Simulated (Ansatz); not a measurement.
The system is W.

```
CELL_PARAMETERS angstrom
-1.58234 1.58234 1.58234
1.58234 -1.58234 1.58234
1.58234 1.58234 -1.58234
ATOMIC_POSITIONS crystal
W 0.00000 0.00000 0.00000
```

| Quantity | Value |
| --- | --- |
| Program | Ansatz 0.2.0 |
| Task | relaxation of cell and atoms |
| Functional | BLYP |
| Potentials or basis | all-electron LAPW, scalar-relativistic |
| Basis error allowed | 0.001 eV/atom |
| k mesh | 12 × 12 × 12 |
| Occupations | fermi-dirac, width 0.05 eV |
| Spin | no spin polarisation |

At the start: volume 15.85 Å³/atom.

How do energy, volume and symmetry change on relaxing?

Over 4 steps the energy falls by 38.8 meV/atom and the volume is 16.68 Å³/atom (+5.3 %); space group Im-3m (No. 229, to 0.05 Å).

Step by step:
| step | energy change (eV) | largest force (eV/Å) | volume (Å³) |
| --- | --- | --- | --- |
| 1 | 0.0000 | 0.0000 | 15.85 |
| 2 | -0.0380 | 0.0000 | 16.81 |
| 3 | -0.0388 | 0.0000 | 16.68 |
| 4 | -0.0388 | 0.0000 | 16.68 |

Final structure:
```cif
data_structure
_symmetry_space_group_name_H-M 'P 1'
_symmetry_Int_Tables_number 1
_cell_length_a 2.7881
_cell_length_b 2.7881
_cell_length_c 2.7881
_cell_angle_alpha 109.471
_cell_angle_beta 109.471
_cell_angle_gamma 109.471
_cell_volume 16.68
loop_
_atom_site_label
_atom_site_type_symbol
_atom_site_fract_x
_atom_site_fract_y
_atom_site_fract_z
_atom_site_occupancy
W1 W 0.00000 0.00000 0.00000 1
```
